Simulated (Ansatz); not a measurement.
Sn:

```
CELL_PARAMETERS angstrom
-2.94014 2.94014 1.59930
2.94014 -2.94014 1.59930
2.94014 2.94014 -1.59930
ATOMIC_POSITIONS crystal
Sn 0.00000 0.00000 0.00000
Sn 0.75000 0.25000 0.50000
```

| Item | Value |
| --- | --- |
| Program | Ansatz 0.2.0 |
| Task | relaxation of cell and atoms |
| Functional | RPBE |
| Potentials or basis | Ansatz PAW |
| Cutoff | 420 eV (not typed: the program's choice for these potentials) |
| k mesh | 9 × 9 × 9 |
| Occupations | fermi-dirac, width 0.05 eV |
| Spin | no spin polarisation |

At the start: volume 27.65 Å³/atom.

How do energy, volume and symmetry change on relaxing?

It ends after 5 steps and the volume is 29.29 Å³/atom (+5.9 %); space group I4_1/amd (No. 141, to 0.05 Å).

The path:
```csv
step,energy change (eV),largest force (eV/Å),volume (Å³)
1,0.0000,0.0000,55.30
2,-0.0245,0.0000,59.60
3,-0.0271,0.0000,58.68
4,-0.0271,0.0000,58.58
5,-0.0278,0.0000,58.58
```

Final structure:
```xyz
2
Lattice="-3.0005 3.0005 1.6266 3.0005 -3.0005 1.6266 3.0005 3.0005 -1.6266" Properties=species:S:1:pos:R:3 pbc="T T T"
Sn    0.0000    0.0000    0.0000
Sn    0.0000    3.0005    0.8133
```

Caveat: the plane-wave basis is chosen anew once the cell has moved, so the energies of steps on either side of that aren't comparable; the PAW data sets come from PBE, with cores solved anew for the run's functional, which leaves a small shift of forces and pressure.
